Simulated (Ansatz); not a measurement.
**Y (bcc type): a single-point run**

The task is a single-point run on Y (bcc type).

Computed with Ansatz 0.2.0 (DFT, PBE, all-electron LAPW, scalar-relativistic, unless a step's input says otherwise).

## 1. The system as given

The structure is cubic, space group Im-3m (No. 229). The conventional cell has a = 3.933 Å, b = 3.933 Å, c = 3.933 Å, α = 90.00°, β = 90.00°, γ = 90.00°. Y (site symmetry m-3m) is surrounded by 8 Y at 3.41 Å.

As a file:

```cif
data_structure
_symmetry_space_group_name_H-M 'P 1'
_symmetry_Int_Tables_number 1
_cell_length_a 3.4057
_cell_length_b 3.4057
_cell_length_c 3.4057
_cell_angle_alpha 109.471
_cell_angle_beta 109.471
_cell_angle_gamma 109.471
_cell_volume 30.41
loop_
_atom_site_label
_atom_site_type_symbol
_atom_site_fract_x
_atom_site_fract_y
_atom_site_fract_z
_atom_site_occupancy
Y1 Y 0.00000 0.00000 0.00000 1
```

## 2. The run

File input.yaml:

```yaml
crystal:
  lattice:
    - [-1.9662861831, 1.9662861831, 1.9662861831]
    - [1.9662861831, -1.9662861831, 1.9662861831]
    - [1.9662861831, 1.9662861831, -1.9662861831]
  atoms:
    - { symbol: "Y", position: [0.0, 0.0, 0.0] }
kpoints:
  mp_grid: { grid: [1, 1, 1] }
scf:
  occupations: { method: fermi_dirac, width: 0.08 }
  max_iter: 60
hamiltonian:
  xc: pbe
  pseudopotentials: { kind: all_electron, lapw: { basis_error: 0.001 } }
output:
  forces: true
  stress: true
  eigenvalues: true
  populations: true
```

On the command line:

```
> ansatz run input.yaml --threads 1 --pin off --max-ram 2048MiB --backend cpu --events-out ev --progress --plain --runs-dir out
```

Q: Will this input give a usable result? If not, why, and what should change?

The program finished normally. It gives a pressure of 30 GPa, which is large; a structure far from rest gives such values too, whatever the setting.

Look at the input: kpoints.mp_grid.grid is [1, 1, 1]. One k-point can't sample the Brillouin zone of so small a cell.

The test: set kpoints.mp_grid.grid to [13, 13, 13].
